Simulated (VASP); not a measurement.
# Zr16Si31 (a cell with a defect) in VASP: relaxation of the atoms with PBE

Aim: the relaxation of the atoms of Zr16Si31 (a cell with a defect) with PBE.

All numbers are computed with VASP 6.6.1; they aren't measurements. Logs are shortened: lines on timing, memory, paths and dates and some standing lists are left out, and cuts for length are marked.

### Step 1. Starting point

The cell holds a defect, 47 atoms: a = 7.412 Å, b = 14.735 Å, c = 7.344 Å, α = 90.00°, β = 90.00°, γ = 90.00°.

### Step 2. Relaxation of the atoms, PBE

The input, INCAR:

```
PREC = Accurate ; ENCUT = 520
EDIFF = 1E-6 ; ISMEAR = 1
SIGMA = 0.1 ; LREAL = False
LASPH = True ; NELM = 80
ALGO = Normal ; ISIF = 2
LWAVE = False ; LCHARG = False
GGA = PE ; IBRION = 2
NSW = 60 ; EDIFFG = -0.02
```

The input, KPOINTS:

```
regular mesh
0
Gamma
  3 2 3
```

The input, POSCAR:

```
Zr16Si31
1.0
    7.4120000000      0.0000000000      0.0000000000
    0.0000000000     14.7350000000      0.0000000000
    0.0000000000      0.0000000000      7.3440000000
Zr Si
16 31
Direct
    0.2500000000      0.6054000000      0.1250000000
    0.2500000000      0.6054000000      0.6250000000
    0.5000000000      0.1054000000      0.1250000000
    0.5000000000      0.1054000000      0.6250000000
    0.7500000000      0.6054000000      0.1250000000
    0.7500000000      0.6054000000      0.6250000000
    0.0000000000      0.1054000000      0.1250000000
    0.0000000000      0.1054000000      0.6250000000
    0.2500000000      0.3946000000      0.3750000000
    0.2500000000      0.3946000000      0.8750000000
    0.5000000000      0.8946000000      0.3750000000
    0.5000000000      0.8946000000      0.8750000000
    0.7500000000      0.3946000000      0.3750000000
    0.7500000000      0.3946000000      0.8750000000
    0.0000000000      0.8946000000      0.3750000000
    0.0000000000      0.8946000000      0.8750000000
    0.2500000000      0.9478000000      0.1250000000
    0.2500000000      0.9478000000      0.6250000000
    0.5000000000      0.4478000000      0.1250000000
    0.5000000000      0.4478000000      0.6250000000
    0.7500000000      0.9478000000      0.1250000000
    0.7500000000      0.9478000000      0.6250000000
    0.0000000000      0.4478000000      0.1250000000
    0.0000000000      0.4478000000      0.6250000000
    0.2500000000      0.0522000000      0.3750000000
    0.2500000000      0.0522000000      0.8750000000
    0.5000000000      0.5522000000      0.3750000000
    0.5000000000      0.5522000000      0.8750000000
    0.7500000000      0.0522000000      0.3750000000
    0.7500000000      0.0522000000      0.8750000000
    0.0000000000      0.5522000000      0.3750000000
    0.0000000000      0.5522000000      0.8750000000
    0.2500000000      0.2504000000      0.1250000000
    0.5000000000      0.7504000000      0.1250000000
    0.5000000000      0.7504000000      0.6250000000
    0.7500000000      0.2504000000      0.1250000000
    0.7500000000      0.2504000000      0.6250000000
    0.0000000000      0.7504000000      0.1250000000
    0.0000000000      0.7504000000      0.6250000000
    0.2500000000      0.7496000000      0.3750000000
    0.2500000000      0.7496000000      0.8750000000
    0.5000000000      0.2496000000      0.3750000000
    0.5000000000      0.2496000000      0.8750000000
    0.7500000000      0.7496000000      0.3750000000
    0.7500000000      0.7496000000      0.8750000000
    0.0000000000      0.2496000000      0.3750000000
    0.1250000000      0.2500000000      0.7500000000
```

Potentials or basis: VASP PAW PBE potentials, release 64 (Zr_sv, Si).

Command:

```sh
cat potpaw_PBE.64/Zr_sv/POTCAR potpaw_PBE.64/Si/POTCAR > POTCAR
mpirun -np 8 vasp_std > vasp.out
```

OUTCAR:

```text
PREC = Accurate
   ENCUT = 520
   EDIFF = 1E-6
   ISMEAR = 1
   LREAL = False
   LASPH = True
   NELM = 80
   ISIF = 2
   GGA = PE
   IBRION = 2
   NSW = 60
   EDIFFG = -0.02

 ion  position               nearest neighbor table
   1  0.250  0.605  0.125-  27 2.72  28 2.72  31 2.72  32 2.72  40 2.81  41 2.81  34 2.83  38 2.83
                            19 2.97  23 2.97   9 3.61  10 3.61   2 3.67   2 3.67   5 3.71   5 3.71
   2  0.250  0.605  0.625-  27 2.72  28 2.72  31 2.72  32 2.72  40 2.81  41 2.81  35 2.83  39 2.83
                            20 2.97  24 2.97   9 3.61  10 3.61   1 3.67   1 3.67   6 3.71   6 3.71
   3  0.500  0.105  0.125-  25 2.72  26 2.72  29 2.72  30 2.72  42 2.81  43 2.81  33 2.83  36 2.83
                            17 2.97  21 2.97  11 3.61  12 3.61   4 3.67   4 3.67   7 3.71   7 3.71
   4  0.500  0.105  0.625-  25 2.72  26 2.72  29 2.72  30 2.72  42 2.81  43 2.81  37 2.83  22 2.97
                            18 2.97  12 3.61  11 3.61   3 3.67   3 3.67   8 3.71   8 3.71
   5  0.750  0.605  0.125-  27 2.72  28 2.72  31 2.72  32 2.72  44 2.81  45 2.81  34 2.83  38 2.83
                            19 2.97  23 2.97  13 3.61  14 3.61   6 3.67   6 3.67   1 3.71   1 3.71
   6  0.750  0.605  0.625-  27 2.72  28 2.72  31 2.72  32 2.72  44 2.81  45 2.81  35 2.83  39 2.83
                            20 2.97  24 2.97  13 3.61  14 3.61   5 3.67   5 3.67   2 3.71   2 3.71
   7  0.000  0.105  0.125-  25 2.72  26 2.72  29 2.72  30 2.72  46 2.81  36 2.83  33 2.83  21 2.97
                            17 2.97  16 3.61  15 3.61   8 3.67   8 3.67   3 3.71   3 3.71
   8  0.000  0.105  0.625-  47 2.50  26 2.72  29 2.72  30 2.72  25 2.72  46 2.81  37 2.83  22 2.97
                            18 2.97  16 3.61  15 3.61   7 3.67   7 3.67   4 3.71   4 3.71
   9  0.250  0.395  0.375-  19 2.72  20 2.72  23 2.72  24 2.72  33 2.81  42 2.83  46 2.83  31 2.97
[... 49 lines left out ...]
  34  0.500  0.750  0.125-  40 2.61  41 2.61  44 2.61  45 2.61  11 2.81  12 2.81   1 2.83   5 2.83

  35  0.500  0.750  0.625-  40 2.61  41 2.61  44 2.61  45 2.61  11 2.81  12 2.81   2 2.83   6 2.83

  36  0.750  0.250  0.125-  42 2.61  43 2.61  46 2.61  14 2.81  13 2.81   7 2.83   3 2.83
  37  0.750  0.250  0.625-  42 2.61  43 2.61  46 2.61  14 2.81  13 2.81   8 2.83   4 2.83  47 2.93

  38  0.000  0.750  0.125-  40 2.61  41 2.61  44 2.61  45 2.61  15 2.81  16 2.81   1 2.83   5 2.83

  39  0.000  0.750  0.625-  40 2.61  41 2.61  44 2.61  45 2.61  15 2.81  16 2.81   2 2.83   6 2.83

  40  0.250  0.750  0.375-  34 2.61  35 2.61  38 2.61  39 2.61   1 2.81   2 2.81  11 2.83  15 2.83

  41  0.250  0.750  0.875-  34 2.61  35 2.61  38 2.61  39 2.61   1 2.81   2 2.81  12 2.83  16 2.83

  42  0.500  0.250  0.375-  33 2.61  36 2.61  37 2.61   4 2.81   3 2.81  13 2.83   9 2.83
  43  0.500  0.250  0.875-  33 2.61  36 2.61  37 2.61   4 2.81   3 2.81  14 2.83  10 2.83  47 2.93

  44  0.750  0.750  0.375-  34 2.61  35 2.61  38 2.61  39 2.61   5 2.81   6 2.81  11 2.83  15 2.83

  45  0.750  0.750  0.875-  34 2.61  35 2.61  38 2.61  39 2.61   5 2.81   6 2.81  12 2.83  16 2.83

  46  0.000  0.250  0.375-  33 2.61  36 2.61  37 2.61   8 2.81   7 2.81  13 2.83   9 2.83  47 2.91

  47  0.125  0.250  0.750-   8 2.50  10 2.50  33 2.91  46 2.91  43 2.93  37 2.93

  LATTYP: Found a simple orthorhombic cell.
 ALAT       =     7.3440000000
 B/A-ratio  =     1.0092592593
 C/A-ratio  =     2.0063997821

  Lattice vectors:

 A1 = (   0.0000000000,   0.0000000000,   7.3440000000)
 A2 = (   7.4120000000,   0.0000000000,   0.0000000000)
 A3 = (   0.0000000000,  14.7350000000,   0.0000000000)

Analysis of symmetry for initial positions (statically):
=====================================================================
 Subroutine PRICEL returns:
 Original cell was already a primitive cell.

 Routine SETGRP: Setting up the symmetry group for a
 simple orthorhombic supercell.

 Subroutine GETGRP returns: Found  2 space group operations
 (whereof  1 operations were pure point group operations)
 out of a pool of  8 trial point group operations.

The static configuration has the point symmetry C_1 .
 The point group associated with its full space group is S_2 .

Analysis of symmetry for dynamics (positions and initial velocities):
=====================================================================
 Subroutine PRICEL returns:
 Original cell was already a primitive cell.

 Routine SETGRP: Setting up the symmetry group for a
 simple orthorhombic supercell.

 Subroutine GETGRP returns: Found  2 space group operations
 (whereof  1 operations were pure point group operations)
 out of a pool of  8 trial point group operations.

The dynamic configuration has the point symmetry C_1 .
 The point group associated with its full space group is S_2 .
[... 152 lines left out ...]
 -0.333333  0.000000  0.333333      2.000000
  0.000000  0.500000  0.333333      2.000000
  0.333333  0.500000  0.333333      2.000000
 -0.333333  0.500000  0.333333      2.000000
   k-points           NKPTS =     10   k-points in BZ     NKDIM =     10   number of bands    NBANDS=    192
   number of dos      NEDOS =    301   number of ions     NIONS =     47
   total plane-waves  NPLWV = 351232
   dimension x,y,z NGX =    56 NGY =  112 NGZ =   56
   dimension x,y,z NGXF=   112 NGYF=  224 NGZF=  112
   ions per type =              16  31
   NGX,Y,Z   is equivalent  to a cutoff of  12.56, 12.64, 12.68 a.u.
   NGXF,Y,Z  is equivalent  to a cutoff of  25.12, 25.27, 25.35 a.u.
 SYSTEM =  unknown system
   PREC   = accura    normal or accurate (medium, high low for compatibility)
   ISTART =      0    job   : 0-new  1-cont  2-samecut
   ICHARG =      2    charge: 1-file 2-atom 10-const
   ISPIN  =      1    spin polarized calculation?
   LNONCOLLINEAR =      F non collinear calculations
   LSORBIT =      F    spin-orbit coupling
   LASPH  =      T    aspherical Exc in radial PAW
   ENCUT  =  520.0 eV  38.22 Ry    6.18 a.u.  13.78 27.40 13.65*2*pi/ulx,y,z
   NELM   =     80;   NELMIN=  2; NELMDL= -5     # of ELM steps
   EDIFF  = 0.1E-05   stopping-criterion for ELM
   LREAL  =      F    real-space projection
   EDIFFG = -.2E-01   stopping-criterion for IOM
   NSW    =     60    number of steps for IOM
   IBRION =      2    ionic relax: 0-MD 1-quasi-New 2-CG
   NFREE  =      1    steps in history (QN), initial steepest desc. (CG)
   ISIF   =      2    stress and relaxation
   ISYM   =      2    0-nonsym 1-usesym 2-fastsym
   POTIM  = 0.5000    time-step for ionic-motion
   TEBEG  =    0.0;   TEEND  =   0.0 temperature during run
   PSTRESS=    0.0 pullay stress
   NELECT =     316.0000    total number of electrons
   NUPDOWN=      -1.0000    fix difference up-down
   EMIN   =  10.00;   EMAX   =-10.00  energy-range for DOS
   EFERMI =   0.00;   METHOD = LEGACY
   ISMEAR =     1;   SIGMA  =   0.10  broadening in eV -4-tet -1-fermi 0-gaus
   EFERMI_NEDOS =   21; number of points for ismear=-14 and -15
   IALGO  =     38    algorithm
   IMIX   =      4    mixing-type and parameters
     AMIX     =   0.40;   BMIX     =  1.00
     AMIX_MAG =   1.60;   BMIX_MAG =  1.00
  volume/ion in A,a.u.               =      17.07       115.16
  Fermi-wavevector in a.u.,A,eV,Ry     =   1.200138  2.267932 19.596890  1.440331
  Thomas-Fermi vector in A             =   2.335982
   LORBIT       =      0    0 simple, 1 ext, 2 COOP (PROOUT), +10 PAW based schemes
   GGA     = PE    functional components
   LHFCALC =     F    Hartree Fock is set to
   AEXX    =    0.0000 exact exchange contribution
   IVDW    =     0    specifies the selected vdW correction
   LEPSILON=     F    determine dielectric tensor
   LRPA    =     F    only Hartree local field effects (RPA)
 conjugate gradient relaxation of ions
 non-spin polarized calculation
 Methfessel and Paxton  Order N= 1 SIGMA  =   0.10
  energy-cutoff  :      520.00
  volume of cell :      802.08
 maximum number of plane-waves:     21667
   NGX = 27   NGY = 55   NGZ = 27

--------------------------------------- Ionic step        1  -------------------------------------------

 number of electron     315.9999997 magnetization

 Free energy of the ion-electron system (eV)
  ---------------------------------------------------
  ext. energy  EPLUGINS =         0.00000000
  ---------------------------------------------------
  free energy    TOTEN  =      -333.66037642 eV

  energy without entropy =     -333.66371002  energy(sigma->0) =     -333.66148762

------------------------ aborting loop because EDIFF is reached ----------------------------------------

  FORCE on cell =-STRESS in cart. coord.  units (eV):
  Direction    XX          YY          ZZ          XY          YZ          ZX
  --------------------------------------------------------------------------------------
  -------------------------------------------------------------------------------------
  Total        0.6727737      8.4978596      2.6477790      2.9619815      2.7199863      1.0818804
  in kB        1.3438828     16.9746924      5.2890064      5.9166339      5.4332423      2.1610839
  external PRESSURE =       7.8691939 kB  Pullay stress =       0.0000000 kB
[... 224 lines left out ...]
  FREE ENERGIE OF THE ION-ELECTRON SYSTEM (eV)
  ---------------------------------------------------
  free  energy   TOTEN  =      -334.0424538945 eV

  energy  without entropy=     -334.0465168006  energy(sigma->0) =     -334.04380820

[... ionic steps 4 to 11 ...]

--------------------------------------- Ionic step       12  -------------------------------------------

 number of electron     315.9999998 magnetization

------------------------ aborting loop because EDIFF is reached ----------------------------------------
[... 157 lines left out ...]
--------------------------------------- Ionic step       14  -------------------------------------------

 number of electron     315.9999998 magnetization

 Free energy of the ion-electron system (eV)
  ---------------------------------------------------
  ext. energy  EPLUGINS =         0.00000000
  ---------------------------------------------------
  free energy    TOTEN  =      -334.12129552 eV

  energy without entropy =     -334.12455321  energy(sigma->0) =     -334.12238141

 E-fermi :   9.6329     XC(G=0): -11.1830

 val. band max:        9.6189899022   @ k =   0.0000   0.0000   0.3333
 cond. band min:       9.6942121952   @ k =   0.3333   0.0000   0.3333
 fundamental gap:      0.0752222930
 Fermi energy:         9.6329336949

 k-point     1 :       0.0000    0.0000    0.0000
  band No.  band energies     occupation
      1     -39.0651      2.00000
      2     -39.0650      2.00000
      3     -39.0366      2.00000
      4     -39.0365      2.00000
      5     -39.0094      2.00000
      6     -39.0093      2.00000
[... 1719 lines left out ...]
    169      10.8374     -0.00000
    170      10.9552     -0.00000
 [bands above 170 left out]

------------------------ aborting loop because EDIFF is reached ----------------------------------------

  FORCE on cell =-STRESS in cart. coord.  units (eV):
  Direction    XX          YY          ZZ          XY          YZ          ZX
  --------------------------------------------------------------------------------------
  -------------------------------------------------------------------------------------
  Total        4.2701543      0.7222401      0.9413678      2.2112962      2.0759713     -0.1130665
  in kB        8.5297428      1.4426931      1.8804063      4.4171210      4.1468059     -0.2258533
  external PRESSURE =       3.9509474 kB  Pullay stress =       0.0000000 kB
[... 62 lines left out ...]
  FREE ENERGIE OF THE ION-ELECTRON SYSTEM (eV)
  ---------------------------------------------------
  free  energy   TOTEN  =      -334.1212955177 eV

  energy  without entropy=     -334.1245532070  energy(sigma->0) =     -334.12238141

 reached required accuracy - stopping structural energy minimisation
```

Run time: 78 min. Hardware: 8 MPI ranks of Intel Xeon Platinum 8488C (Sapphire Rapids), shared host; peak memory 0.36 GiB.

Results:

| Property | Result |
| --- | --- |
| Free energy | -334.1213 eV |
| Energy gained by relaxing | 9.8 meV/atom |
| Ionic steps | 14 |
| Pressure after relaxing | 0.4 GPa |
| Largest force after relaxing | 0.017 eV/Å |
| Band gap on the k mesh | none (metal or under the smearing width) |

Forces in eV/Å, atoms in the order of the input:
```
Zr   0.004  0.003  0.003
Zr   0.000  0.000 -0.001
Zr  -0.001 -0.005 -0.001
Zr  -0.004  0.003  0.002
Zr   0.001 -0.003  0.002
Zr   0.005 -0.001  0.001
Zr  -0.001  0.000 -0.003
Zr   0.000  0.002  0.003
Zr   0.001  0.000  0.003
Zr   0.000 -0.002 -0.003
Zr  -0.001  0.003 -0.002
Zr  -0.005  0.001 -0.001
Zr   0.001  0.005  0.001
Zr   0.004 -0.003 -0.002
Zr  -0.004 -0.003 -0.003
Zr   0.000  0.000  0.001
Si  -0.005 -0.002 -0.003
Si   0.001  0.004  0.001
Si   0.000  0.001  0.008
Si   0.003  0.016  0.004
Si   0.000  0.003  0.004
Si   0.000 -0.006 -0.006
Si   0.001 -0.002  0.008
Si   0.002  0.003  0.005
Si  -0.001  0.002 -0.008
Si  -0.002 -0.003 -0.005
Si   0.000 -0.003 -0.004
Si   0.000  0.006  0.006
Si   0.000 -0.001 -0.008
Si  -0.003 -0.016 -0.004
Si   0.005  0.002  0.003
Si  -0.001 -0.004 -0.001
Si  -0.006  0.007  0.003
Si   0.002 -0.003  0.001
Si  -0.001 -0.001 -0.001
Si  -0.005 -0.002  0.004
Si  -0.007 -0.001  0.006
Si   0.000  0.000 -0.001
Si   0.001  0.000  0.000
Si   0.000  0.000  0.001
Si  -0.001  0.000  0.000
Si   0.005  0.002 -0.004
Si   0.007  0.001 -0.006
Si  -0.002  0.003 -0.001
Si   0.001  0.001  0.001
Si   0.006 -0.007 -0.003
Si   0.000  0.000  0.000
```

Stress tensor (GPa, compression positive):
```
 0.85  0.44 -0.02
 0.44  0.14  0.41
-0.02  0.41  0.19
```

Step by step:
| step | energy change (eV) | largest force (eV/Å) | pressure (GPa) |
| --- | --- | --- | --- |
| 1 | 0.0000 | 2.1178 | 0.79 |
| 2 | -0.3647 | 0.3463 | 0.51 |
| 3 | -0.3821 | 0.4139 | 0.47 |
| 4 | -0.4245 | 0.1737 | 0.43 |
| 5 | -0.4312 | 0.2128 | 0.42 |
| 6 | -0.4441 | 0.0867 | 0.41 |
| 7 | -0.4465 | 0.0988 | 0.41 |
| 8 | -0.4528 | 0.0756 | 0.41 |
| 9 | -0.4554 | 0.0637 | 0.42 |
| 10 | -0.4589 | 0.0364 | 0.41 |
| 11 | -0.4592 | 0.0462 | 0.41 |
| 12 | -0.4604 | 0.0252 | 0.40 |
| 13 | -0.4605 | 0.0229 | 0.40 |
| 14 | -0.4609 | 0.0172 | 0.40 |

Final structure:
```
Zr Si
1.0
     7.41200    0.00000    0.00000
     0.00000   14.73500    0.00000
     0.00000    0.00000    7.34400
Zr Si
16 31
Direct
  0.25038 0.60439 0.12633
  0.25038 0.60466 0.62605
  0.49789 0.10368 0.12198
  0.50159 0.10393 0.62406
  0.75209 0.60493 0.12730
  0.75148 0.60552 0.62509
  0.99911 0.10456 0.12554
  0.99210 0.09936 0.61570
  0.25089 0.39544 0.37446
  0.25790 0.40064 0.88430
  0.49791 0.89507 0.37270
  0.49852 0.89448 0.87491
  0.75211 0.39632 0.37802
  0.74841 0.39607 0.87594
  0.99962 0.89561 0.37367
  0.99962 0.89534 0.87395
  0.24887 0.94933 0.12237
  0.24962 0.94876 0.62449
  0.50538 0.44707 0.13028
  0.50006 0.44256 0.62631
  0.74909 0.94706 0.12117
  0.74676 0.94850 0.62538
  0.00030 0.44315 0.12637
  0.00483 0.44084 0.62906
  0.24970 0.05685 0.37363
  0.24517 0.05916 0.87094
  0.50091 0.55294 0.37883
  0.50324 0.55150 0.87462
  0.74462 0.05293 0.36972
  0.74994 0.05744 0.87369
  0.00113 0.55067 0.37763
  0.00038 0.55124 0.87551
  0.24822 0.25024 0.12932
  0.50019 0.74983 0.12474
  0.50019 0.74981 0.62481
  0.74471 0.25020 0.12963
  0.74750 0.24909 0.62850
  0.00002 0.75016 0.12463
  0.00040 0.75028 0.62489
  0.24998 0.74984 0.37537
  0.24960 0.74972 0.87511
  0.50529 0.24980 0.37037
  0.50250 0.25091 0.87150
  0.74981 0.75017 0.37526
  0.74981 0.75019 0.87519
  0.00178 0.24976 0.37068
  0.12500 0.25000 0.75000
```
